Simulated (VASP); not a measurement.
# Cs in VASP: further runs

Runs on Cs. Level: PBE. Tasks: work function.

All numbers are computed with VASP 6.6.1; they aren't measurements. Logs are shortened: lines on timing, memory, paths and dates and some standing lists are left out, and cuts for length are marked.

## 1. The slab as given

The cell holds a slab with vacuum, 4 atoms: a = 5.584 Å, b = 7.897 Å, c = 23.376 Å, α = 90.00°, β = 90.00°, γ = 90.00°.

The slab is cut from a database's or a generator's crystal, which needn't be the stable form of the element.

## 2. Work function, PBE

File INCAR:

```
  PREC = Accurate
  ENCUT = 520
  EDIFF = 1E-6
  ISMEAR = -1
  SIGMA = 0.05
  LREAL = False
  LASPH = True
  NELM = 100
  ALGO = Normal
  ISIF = 2
  LWAVE = False
  LCHARG = False
  LDIPOL = True
  IDIPOL = 3
  DIPOL = 0.5 0.5 0.500
  GGA = PE
  EFIELD = 0.1
  LVHAR = True
  LVACPOTAV = True
```

File KPOINTS:

```
regular mesh
0
Gamma
  5 4 1
```

File POSCAR:

```
Cs
1.0
    5.5837899523      0.0000000000      0.0000000000
    0.0000000000      7.8966714800      0.0000000000
    0.0000000000      0.0000000000     23.3756849285
Cs
4
Direct
    0.5000000000      0.5000000000      0.3208462136
    0.0000000000      0.0000000000      0.4402820712
    0.5000000000      0.5000000000      0.5597179288
    0.0000000000      0.0000000000      0.6791537864
```

Potentials or basis: VASP PAW PBE potentials, release 64 (Cs_sv).

On the command line:

```bash
$ cat potpaw_PBE.64/Cs_sv/POTCAR > POTCAR
$ mpirun -np 1 vasp_std > vasp.out
```

OUTCAR:

```text
PREC = Accurate
   ENCUT = 520
   EDIFF = 1E-6
   ISMEAR = -1
   LREAL = False
   LASPH = True
   NELM = 100
   ISIF = 2
   GGA = PE

 ion  position               nearest neighbor table
   1  0.500  0.500  0.321-
   2  0.000  0.000  0.440-
   3  0.500  0.500  0.560-
   4  0.000  0.000  0.679-

  LATTYP: Found a simple orthorhombic cell.
 ALAT       =     5.5837899523
 B/A-ratio  =     1.4142135624
 C/A-ratio  =     4.1863474680

  Lattice vectors:

 A1 = (   5.5837899523,   0.0000000000,   0.0000000000)
 A2 = (   0.0000000000,   7.8966714800,   0.0000000000)
 A3 = (   0.0000000000,   0.0000000000,  23.3756849285)

Analysis of symmetry for initial positions (statically):
=====================================================================
 Subroutine PRICEL returns:
 Original cell was already a primitive cell.

 Routine SETGRP: Setting up the symmetry group for a
 simple orthorhombic supercell.

 Subroutine GETGRP returns: Found  8 space group operations
 (whereof  4 operations were pure point group operations)
 out of a pool of  8 trial point group operations.

The static configuration has the point symmetry C_2v.
 The point group associated with its full space group is D_2h.

Analysis of symmetry for dynamics (positions and initial velocities):
=====================================================================
 An external electric field (EFIELD) may reduce the allowed symmetry operations
 Subroutine PRICEL returns:
 Original cell was already a primitive cell.

 Routine SETGRP: Setting up the symmetry group for a
 simple orthorhombic supercell.

 Subroutine GETGRP returns: Found  4 space group operations
 (whereof  4 operations were pure point group operations)
 out of a pool of  8 trial point group operations.

The dynamic configuration has the point symmetry C_2v.

 Subroutine INISYM returns: Found  4 space group operations
 (whereof  4 operations are pure point group operations),
 and found     1 'primitive' translations

----------------------------------------------------------------------------------------

                                     Primitive cell

  volume of cell :    1030.7124

[... 74 lines left out ...]
   ENCUT  =  520.0 eV  38.22 Ry    6.18 a.u.  10.38 14.68 43.46*2*pi/ulx,y,z
   NELM   =    100;   NELMIN=  2; NELMDL= -5     # of ELM steps
   EDIFF  = 0.1E-05   stopping-criterion for ELM
   LREAL  =      F    real-space projection
   EDIFFG = 0.1E-04   stopping-criterion for IOM
   NSW    =      0    number of steps for IOM
   IBRION =     -1    ionic relax: 0-MD 1-quasi-New 2-CG
   NFREE  =      0    steps in history (QN), initial steepest desc. (CG)
   ISIF   =      2    stress and relaxation
   ISYM   =      2    0-nonsym 1-usesym 2-fastsym
   POTIM  = 0.5000    time-step for ionic-motion
   TEBEG  =    0.0;   TEEND  =   0.0 temperature during run
   PSTRESS=    0.0 pullay stress
   NELECT =      36.0000    total number of electrons
   NUPDOWN=      -1.0000    fix difference up-down
   EMIN   =  10.00;   EMAX   =-10.00  energy-range for DOS
   EFERMI =   0.00;   METHOD = LEGACY
   ISMEAR =    -1;   SIGMA  =   0.05  broadening in eV -4-tet -1-fermi 0-gaus
   EFERMI_NEDOS =   21; number of points for ismear=-14 and -15
   IALGO  =     38    algorithm
   IMIX   =      4    mixing-type and parameters
     AMIX     =   0.40;   BMIX     =  1.00
     AMIX_MAG =   1.60;   BMIX_MAG =  1.00
  volume/ion in A,a.u.               =     257.68      1738.90
  Fermi-wavevector in a.u.,A,eV,Ry     =   0.535135  1.011258  3.896290  0.286369
  Thomas-Fermi vector in A             =   1.559859
   LORBIT       =      0    0 simple, 1 ext, 2 COOP (PROOUT), +10 PAW based schemes
   GGA     = PE    functional components
   LHFCALC =     F    Hartree Fock is set to
   AEXX    =    0.0000 exact exchange contribution
   IVDW    =     0    specifies the selected vdW correction
   LEPSILON=     F    determine dielectric tensor
   LRPA    =     F    only Hartree local field effects (RPA)
 non-spin polarized calculation
  energy-cutoff  :      520.00
  volume of cell :     1030.71
 maximum number of plane-waves:     27834
 NGX is ok and might be reduce to    42
   NGX = 21   NGY = 29   NGZ = 87

 dipolmoment           0.000000      0.000000     -0.000000 electrons x Angstroem

 number of electron      35.9999996 magnetization

 dipolmoment           0.000000      0.000000      0.335266 electrons x Angstroem

 Free energy of the ion-electron system (eV)
  ---------------------------------------------------
  ext. energy  EPLUGINS =         0.00000000
  ---------------------------------------------------
  free energy    TOTEN  =        -3.02547606 eV

  energy without entropy =       -2.96711996  energy(sigma->0) =       -2.99629801

 E-fermi :  -0.8153     XC(G=0):  -3.0794

 val. band max:       -0.8162821044   @ k =   0.0000   0.2500   0.0000
 cond. band min:      -0.7975181416   @ k =   0.4000   0.5000   0.0000
 fundamental gap:      0.0187639628
 Fermi energy:        -0.8153104859

 k-point     1 :       0.0000    0.0000    0.0000
  band No.  band energies     occupation
      1     -25.0330      2.00000
      2     -25.0077      2.00000
      3     -24.7640      2.00000
      4     -24.7579      2.00000
      5     -11.8450      2.00000
      6     -11.8357      2.00000
[... 214 lines left out ...]
     21       0.0107      0.00000
     22       0.0143      0.00000

------------------------ aborting loop because EDIFF is reached ----------------------------------------

  FORCE on cell =-STRESS in cart. coord.  units (eV):
  Direction    XX          YY          ZZ          XY          YZ          ZX
  --------------------------------------------------------------------------------------
  -------------------------------------------------------------------------------------
  Total       -0.4765098     -0.5957330     -0.2876955      0.0000000      0.0000000      0.0000000
  in kB       -0.7407044     -0.9260293     -0.4472045      0.0000000      0.0000000      0.0000000
  external PRESSURE =      -0.7046461 kB  Pullay stress =       0.0000000 kB

 VOLUME and BASIS-vectors are now :
 -----------------------------------------------------------------------------
  energy-cutoff  :      520.00
  volume of cell :     1030.71
      direct lattice vectors                 reciprocal lattice vectors
     5.583789952  0.000000000  0.000000000     0.179089831  0.000000000  0.000000000
     0.000000000  7.896671480  0.000000000     0.000000000  0.126635634  0.000000000
     0.000000000  0.000000000 23.375684929     0.000000000  0.000000000  0.042779495

 POSITION                                       TOTAL-FORCE (eV/Angst)
 -----------------------------------------------------------------------------------
      2.79189      3.94834      7.50000         0.000000      0.000000      0.027321
      0.00000      0.00000     10.29189         0.000000      0.000000      0.003679
      2.79189      3.94834     13.08379         0.000000      0.000000     -0.002458
      0.00000      0.00000     15.87568         0.000000      0.000000     -0.028542
 -----------------------------------------------------------------------------------
    total drift:                                0.000000     -0.000000      0.000329

  FREE ENERGIE OF THE ION-ELECTRON SYSTEM (eV)
  ---------------------------------------------------
  free  energy   TOTEN  =        -3.0254760589 eV

  energy  without entropy=       -2.9671199597  energy(sigma->0) =       -2.99629801
```

OSZICAR:

```text
N       E                     dE             d eps       ncg     rms          rms(c)
DAV:   1     0.304955862511E+03    0.30496E+03   -0.10496E+04   460   0.106E+03
DAV:   2     0.646289236217E+02   -0.24033E+03   -0.23765E+03   630   0.186E+02
DAV:   3     0.266479651723E-01   -0.64602E+02   -0.64466E+02   486   0.949E+01
[... 13 lines left out ...]
DAV:  17    -0.302543387370E+01   -0.74670E-04   -0.33904E-05   420   0.133E-02    0.212E-03
DAV:  18    -0.302546984713E+01   -0.35973E-04   -0.24126E-05   282   0.114E-02    0.864E-04
DAV:  19    -0.302547337975E+01   -0.35326E-05   -0.37919E-06   354   0.542E-03    0.837E-04
DAV:  20    -0.302547558416E+01   -0.22044E-05   -0.10677E-06   300   0.302E-03    0.487E-04
DAV:  21    -0.302547605886E+01   -0.47470E-06   -0.28969E-07   342   0.145E-03
   1 F= -.30254761E+01 E0= -.29962980E+01  d E =-.583561E-01
```

Run time: 5 min. Hardware: 1 thread of Intel Xeon Platinum 8559C (Emerald Rapids), shared host; peak memory 0.91 GiB.

What came out:

```
Free energy            : -3.0255 eV
Largest force          : 0.029 eV/Å
Band gap on the k mesh : none (metal or under the smearing width)
```

Forces on the atoms (eV/Å):
```
Cs   0.000  0.000  0.027
Cs   0.000  0.000  0.004
Cs   0.000  0.000 -0.002
Cs   0.000  0.000 -0.029
```

Levels at points of the mesh, in eV from the Fermi level:
```
           k point  band 15  band 16  band 17  band 18  band 19  band 20  band 21  band 22
(0.00, 0.00, 0.00)   -10.72   -10.71    -1.44    -0.85    -0.04     0.49     0.69     1.01
(0.00, 0.50, 0.00)   -10.72   -10.72    -0.72    -0.72    -0.29    -0.27     0.63     0.68
```

The run has no spin-orbit coupling, so splittings on Cs are missing.

## 3. Work function, PBE

Edit INCAR of step 2 so:

```diff
@@ -16,3 +16,3 @@
   GGA = PE
-  EFIELD = 0.1
+  EFIELD = 0.3
   LVHAR = True
```

KPOINTS is that of step 2.

POSCAR is that of step 2.

Potentials or basis: VASP PAW PBE potentials, release 64 (Cs_sv).

On the command line:

```bash
$ cat potpaw_PBE.64/Cs_sv/POTCAR > POTCAR
$ mpirun -np 1 vasp_std > vasp.out
```

OUTCAR:

```text
PREC = Accurate
   ENCUT = 520
   EDIFF = 1E-6
   ISMEAR = -1
   LREAL = False
   LASPH = True
   NELM = 100
   ISIF = 2
   GGA = PE

 ion  position               nearest neighbor table
   1  0.500  0.500  0.321-
   2  0.000  0.000  0.440-
   3  0.500  0.500  0.560-
   4  0.000  0.000  0.679-

  LATTYP: Found a simple orthorhombic cell.
 ALAT       =     5.5837899523
 B/A-ratio  =     1.4142135624
 C/A-ratio  =     4.1863474680

  Lattice vectors:

 A1 = (   5.5837899523,   0.0000000000,   0.0000000000)
 A2 = (   0.0000000000,   7.8966714800,   0.0000000000)
 A3 = (   0.0000000000,   0.0000000000,  23.3756849285)

Analysis of symmetry for initial positions (statically):
=====================================================================
 Subroutine PRICEL returns:
 Original cell was already a primitive cell.

 Routine SETGRP: Setting up the symmetry group for a
 simple orthorhombic supercell.

 Subroutine GETGRP returns: Found  8 space group operations
 (whereof  4 operations were pure point group operations)
 out of a pool of  8 trial point group operations.

The static configuration has the point symmetry C_2v.
 The point group associated with its full space group is D_2h.

Analysis of symmetry for dynamics (positions and initial velocities):
=====================================================================
 An external electric field (EFIELD) may reduce the allowed symmetry operations
 Subroutine PRICEL returns:
 Original cell was already a primitive cell.

 Routine SETGRP: Setting up the symmetry group for a
 simple orthorhombic supercell.

 Subroutine GETGRP returns: Found  4 space group operations
[... 107 lines left out ...]
   EFERMI_NEDOS =   21; number of points for ismear=-14 and -15
   IALGO  =     38    algorithm
   IMIX   =      4    mixing-type and parameters
     AMIX     =   0.40;   BMIX     =  1.00
     AMIX_MAG =   1.60;   BMIX_MAG =  1.00
  volume/ion in A,a.u.               =     257.68      1738.90
  Fermi-wavevector in a.u.,A,eV,Ry     =   0.535135  1.011258  3.896290  0.286369
  Thomas-Fermi vector in A             =   1.559859
   LORBIT       =      0    0 simple, 1 ext, 2 COOP (PROOUT), +10 PAW based schemes
   GGA     = PE    functional components
   LHFCALC =     F    Hartree Fock is set to
   AEXX    =    0.0000 exact exchange contribution
   IVDW    =     0    specifies the selected vdW correction
   LEPSILON=     F    determine dielectric tensor
   LRPA    =     F    only Hartree local field effects (RPA)
 non-spin polarized calculation
  energy-cutoff  :      520.00
  volume of cell :     1030.71
 maximum number of plane-waves:     27834
 NGX is ok and might be reduce to    42
   NGX = 21   NGY = 29   NGZ = 87

 dipolmoment           0.000000      0.000000     -0.000000 electrons x Angstroem

 number of electron      35.9999996 magnetization

 dipolmoment           0.000000      0.000000      1.016932 electrons x Angstroem

 Free energy of the ion-electron system (eV)
  ---------------------------------------------------
  ext. energy  EPLUGINS =         0.00000000
  ---------------------------------------------------
  free energy    TOTEN  =        -3.16023554 eV

  energy without entropy =       -3.10194192  energy(sigma->0) =       -3.13108873

 E-fermi :  -0.8691     XC(G=0):  -3.0993

 val. band max:       -0.8699859734   @ k =   0.2000   0.5000   0.0000
 cond. band min:      -0.8525026911   @ k =   0.4000   0.5000   0.0000
 fundamental gap:      0.0174832824
 Fermi energy:        -0.8690862032

 k-point     1 :       0.0000    0.0000    0.0000
  band No.  band energies     occupation
      1     -25.1083      2.00000
      2     -25.0376      2.00000
      3     -24.8231      2.00000
      4     -24.8086      2.00000
      5     -11.9138      2.00000
      6     -11.9107      2.00000
[... 214 lines left out ...]
     21      -0.0477      0.00000
     22      -0.0369      0.00000

------------------------ aborting loop because EDIFF is reached ----------------------------------------

  FORCE on cell =-STRESS in cart. coord.  units (eV):
  Direction    XX          YY          ZZ          XY          YZ          ZX
  --------------------------------------------------------------------------------------
  -------------------------------------------------------------------------------------
  Total       -0.4378027     -0.5600904     -0.3822712      0.0000000      0.0000000      0.0000000
  in kB       -0.6805366     -0.8706251     -0.5942164      0.0000000      0.0000000      0.0000000
  external PRESSURE =      -0.7151261 kB  Pullay stress =       0.0000000 kB

 VOLUME and BASIS-vectors are now :
 -----------------------------------------------------------------------------
  energy-cutoff  :      520.00
  volume of cell :     1030.71
      direct lattice vectors                 reciprocal lattice vectors
     5.583789952  0.000000000  0.000000000     0.179089831  0.000000000  0.000000000
     0.000000000  7.896671480  0.000000000     0.000000000  0.126635634  0.000000000
     0.000000000  0.000000000 23.375684929     0.000000000  0.000000000  0.042779495

 POSITION                                       TOTAL-FORCE (eV/Angst)
 -----------------------------------------------------------------------------------
      2.79189      3.94834      7.50000         0.000000      0.000000      0.015029
      0.00000      0.00000     10.29189         0.000000      0.000000      0.006904
      2.79189      3.94834     13.08379         0.000000      0.000000     -0.003211
      0.00000      0.00000     15.87568         0.000000      0.000000     -0.018723
 -----------------------------------------------------------------------------------
    total drift:                                0.000000     -0.000000     -0.000695

  FREE ENERGIE OF THE ION-ELECTRON SYSTEM (eV)
  ---------------------------------------------------
  free  energy   TOTEN  =        -3.1602355366 eV

  energy  without entropy=       -3.1019419242  energy(sigma->0) =       -3.13108873
```

OSZICAR:

```text
N       E                     dE             d eps       ncg     rms          rms(c)
DAV:   1     0.300629031568E+03    0.30063E+03   -0.10535E+04   460   0.106E+03
DAV:   2     0.639520526212E+02   -0.23668E+03   -0.23262E+03   646   0.185E+02
DAV:   3    -0.149226218191E+01   -0.65444E+02   -0.65256E+02   474   0.959E+01
[... 17 lines left out ...]
DAV:  21    -0.316021541986E+01   -0.33613E-04   -0.18355E-05   420   0.152E-02    0.378E-03
DAV:  22    -0.316022835745E+01   -0.12938E-04   -0.15501E-05   312   0.119E-02    0.181E-03
DAV:  23    -0.316023209683E+01   -0.37394E-05   -0.33168E-06   348   0.626E-03    0.139E-03
DAV:  24    -0.316023456580E+01   -0.24690E-05   -0.96981E-07   342   0.381E-03    0.111E-03
DAV:  25    -0.316023553665E+01   -0.97085E-06   -0.67259E-07   318   0.209E-03
   1 F= -.31602355E+01 E0= -.31310887E+01  d E =-.582936E-01
```

stdout:

```text
POSCAR found type information on POSCAR Cs
 POSCAR found :  1 types and       4 ions
 scaLAPACK will be used
 LDA part: xc-table for (Slater+PW92), standard interpolation
 POSCAR, INCAR and KPOINTS ok, starting setup
 FFT: planning ... GRIDC
[... 27 lines left out ...]
|           W    W  A    A  R    R  N    N  II  N    N   GGGG   !!!           |
|                                                                             |
|     Did not find any points to average over, which means that no vacuum     |
|     field-free region was found. Please increase the size of  your cell     |
|     in the dimension of the dipole correction to obtain accurate            |
|     workfunction values.                                                    |
|                                                                             |
 -----------------------------------------------------------------------------
```

Wall time 6.1 min (1 thread of Intel Xeon Platinum 8559C (Emerald Rapids), shared host); peak memory 0.89 GiB.

What came out:

| Quantity | Value |
| --- | --- |
| Free energy | -3.1602 eV |
| Largest force | 0.019 eV/Å |
| Band gap on the k mesh | none (metal or under the smearing width) |

Forces on the atoms (eV/Å):
```
Cs   0.000  0.000  0.015
Cs   0.000  0.000  0.007
Cs   0.000  0.000 -0.003
Cs   0.000  0.000 -0.019
```

Spin-orbit coupling is left out, which matters for the levels of Cs.
